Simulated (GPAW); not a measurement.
# WC in GPAW: convergence with k mesh

Input of the first run (k mesh 2 × 2 × 2); the others differ in this setting and in those tied to it:

File run.py:

```python
from ase.dft.bandgap import bandgap
from ase.io import read, write
from ase.units import GPa
from gpaw import GPAW, PW

atoms = read('WC.xyz')

calc = GPAW(mode=PW(800),
            xc='LDA',
            kpts={'size': (2, 2, 2), 'gamma': True},
            occupations={'name': 'fermi-dirac', 'width': 0.05},
            nbands=19,
            convergence={'density': 1e-05, 'energy': 1e-05},
            maxiter=100,
            txt='gpaw.txt')
atoms.calc = calc
energy = atoms.get_potential_energy()
forces = atoms.get_forces()
stress = atoms.get_stress()
calc.write('gs.gpw')
write('result.traj', atoms)
print(f'Energy: {energy:.6f} eV')
print('Forces (eV/A):')
print(forces.round(4))
print('Stress (GPa):', (stress / GPa).round(3))
print('Fermi level:', round(calc.get_fermi_level(), 4), 'eV')
print(f'Gap: {bandgap(calc)[0]:.4f} eV, direct: {bandgap(calc, direct=True)[0]:.4f} eV')
```

File WC.xyz:

```xyz
2
Lattice="0.0000000000 2.1926840000 2.1926840000 2.1926840000 0.0000000000 2.1926840000 2.1926840000 2.1926840000 0.0000000000" Properties=species:S:1:pos:R:3 pbc="T T T"
W      0.0000000000      0.0000000000      0.0000000000
C      2.1926840000      2.1926840000      2.1926840000
```

Potentials or basis: the program's PAW data sets (release 1.2.1) made for this functional, pw.

Launch:

```sh
$ OMP_NUM_THREADS=1 python run.py
```

Measurements of this composition are mostly on another form, of space group No. 187.

Hardware: 1 thread of Intel(R) Xeon(R) Platinum 8488C (Sapphire Rapids) (shared host).

| k mesh | energy less the tightest run, at zero smearing (meV/atom) | pressure (GPa) | SCF cycles | CPU time (s) | peak memory (GiB) |
| --- | --- | --- | --- | --- | --- |
| 2 × 2 × 2 | 976.46 | -7.66 | 12 | 3.6 | 0.15 |
| 3 × 3 × 3 | 328.33 | -10.97 | 9 | 3.8 | 0.15 |
| 4 × 4 × 4 | -62.46 | -19.05 | 9 | 5 | 0.15 |
| 5 × 5 × 5 | -20.73 | -18.27 | 9 | 5.9 | 0.15 |
| 7 × 7 × 7 | -13.81 | -18.00 | 9 | 9.4 | 0.15 |
| 8 × 8 × 8 | 5.69 | -17.38 | 9 | 12 | 0.16 |
| 9 × 9 × 9 | 8.35 | -17.35 | 9 | 14 | 0.16 |
| 11 × 11 × 11 | 4.77 | -17.57 | 9 | 21 | 0.17 |
| 14 × 14 × 14 | 0.00 | -17.68 | 9 | 37 | 0.19 |

Not settled before the last step: the energy (to 1 meV/atom), the pressure (to 0.1 GPa). Meshes of other sizes hit other points, so gaps and Fermi surfaces needn't settle smoothly. The tightest run that finished is the yardstick and may itself not be fully converged.

Caveat, for the tightest run too: so large a pressure means that the cell lies far from this level's equilibrium, or that cutoff or potentials fall short. Spin-orbit coupling is left out, which matters for the levels of W.
